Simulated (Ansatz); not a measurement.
Crystal: ZrH2.

```xyz
3
Lattice="0.0000 2.4092 2.4092 2.4092 0.0000 2.4092 2.4092 2.4092 0.0000" Properties=species:S:1:pos:R:3 pbc="T T T"
Zr    0.0000    0.0000    0.0000
H     1.2046    1.2046    1.2046
H     3.6138    3.6138    3.6138
```

The cell is a database's computed one.

Base run:

- Program: Ansatz 0.2.0
- Functional: PBEsol
- Potentials or basis: Ansatz PAW
- Cutoff: 420 eV
- Density cutoff: 1680 eV
- k mesh: 10 × 10 × 10
- Occupations: fermi-dirac, width 0.05 eV
- Spin: no spin polarisation
- Hubbard terms: Zr d U = 8 eV

Its results: band gap on the k mesh none (metal or under the smearing width); pressure 4.8 GPa.

Problem. After a change of settings the same cell gave: band gap on the k mesh none (metal or under the smearing width); pressure -3.1 GPa. Which change was it?
A. hubbard terms from Zr d U = 8 eV to Zr d U = 2 eV
B. hubbard terms from Zr d U = 8 eV to none; hubbard projectors from ortho-atomic (the default) to none
C. spin from no spin polarisation to spin-orbit coupling, no magnetisation; hubbard terms from Zr d U = 8 eV to none; hubbard projectors from ortho-atomic (the default) to none; potential files from those of the base run to others of the same set
D. hubbard terms from Zr d U = 8 eV to Zr d U = 5 eV

Solution. A.

Caveats: U without spin polarisation on a metal has little footing; the PAW data sets come from PBE, with cores solved anew for the run's functional, which leaves a small shift of forces and pressure; the U is typed as a test and isn't derived for this compound.

Not every run made on this cell is shown here.
